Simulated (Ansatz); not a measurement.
CuO:

```xyz
2
Lattice="2.5526 0.0000 0.0000 0.0000 2.5526 0.0000 0.0000 0.0000 2.5526" Properties=species:S:1:pos:R:3 pbc="T T T"
Cu    0.0000    0.0000    0.0000
O     1.2763    1.2763    1.2763
```

Measurements of this composition are mostly on another form, of space group No. 15.

| Item | Value |
| --- | --- |
| Program | Ansatz 0.2.0 |
| Task | relaxation of cell and atoms |
| Functional | PBE |
| Potentials or basis | Ansatz PAW |
| Cutoff | 420 eV (not typed: the program's choice for these potentials) |
| k mesh | 10 × 10 × 10 |
| Occupations | fermi-dirac, width 0.05 eV |
| Spin | no spin polarisation |
| Hubbard terms | Cu d U = 2 eV |

At the start: volume 8.32 Å³/atom.

Q: Where does the relaxation end?

A: It ends after 8 steps and the volume is 9.22 Å³/atom (+10.9 %); space group Pm-3m (No. 221, to 0.05 Å).

The path:
```tsv
step	energy change (eV)	largest force (eV/Å)	volume (Å³)
1	0.0000	0.0000	16.63
2	-0.0735	0.0000	17.40
3	-0.0992	0.0000	18.21
4	-0.0991	0.0000	18.34
5	-0.1120	0.0000	18.34
6	-0.1119	0.0000	18.43
7	-0.1118	0.0000	18.44
8	-0.1124	0.0000	18.44
```

Final structure:
```
Cu O
1.0
     2.64202    0.00000    0.00000
     0.00000    2.64202    0.00000
     0.00000    0.00000    2.64202
Cu O
1 1
Direct
  0.00000 0.00000 0.00000
  0.50000 0.50000 0.50000
```

Caveat: the plane-wave basis is chosen anew once the cell has moved, so the energies of steps on either side of that aren't comparable; the pressure holds a Pulay correction of +0.7 GPa for the finite cutoff; an odd number of electrons without spin polarisation forces a metal; a magnetic or distorted state may lie lower; the run has no spin polarisation, though such a crystal can be magnetic; U without spin polarisation on a metal has little footing.
